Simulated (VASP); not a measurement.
**VASP inputs for MgS (strained rocksalt)**

INCAR

```
ISMEAR = -1
IBRION = -1
EDIFF = 1E-7
GGA = PE
NELM = 120
LASPH = .TRUE.
LWAVE = .FALSE.
ISIF = 2
NBANDS = 11
SIGMA = 0.02
PREC = Accurate
LELF = .TRUE.
LCHARG = .TRUE.
ENCUT = 520
NSW = 0
LREAL = .FALSE.
```

KPOINTS

```
KPOINTS created by Atomic Simulation Environment
0
Gamma
8 8 8
0 0 0
```

KPOINTS_OPT

```
special points
7
Reciprocal
0.0000000000 0.0000000000 0.0000000000 1
0.5000000000 0.0000000000 0.5000000000 1
0.6250000000 0.2500000000 0.6250000000 1
0.3750000000 0.3750000000 0.7500000000 1
0.5000000000 0.5000000000 0.5000000000 1
0.5000000000 0.2500000000 0.7500000000 1
0.0000000000 0.5000000000 0.5000000000 1
```

POSCAR

```
Mg S
 1.0000000000000000
     0.0000000000000000    2.7315938338999999    2.7315938338999999
     2.7315938338999999    0.0000000000000000    2.7315938338999999
     2.7315938338999999    2.7315938338999999    0.0000000000000000
 Mg  S
   1   1
Cartesian
  0.0000000000000000  0.0000000000000000  0.0000000000000000
  2.7315938338999994  2.7315938338999994  2.7315938338999994
```

VASP ran with the recommended PBE PAW datasets (8 valence electrons in the cell).

Estimate the main results of this run.

gap between bands v and c 2.44 eV; least direct gap 2.66 eV; pressure -7.6 GPa.

Band v is the last that the valence electrons fill when counted band by band, and c is the next. Levels in eV from the top of v:

```tsv
point	v−1	v	c	c+1
Γ	0.00	0.00	2.66	8.00
X	-1.38	-1.38	2.44	4.77
K	-2.67	-1.10	3.64	6.50
L	-0.44	-0.44	4.32	6.70
W	-2.65	-1.99	4.65	7.48
```
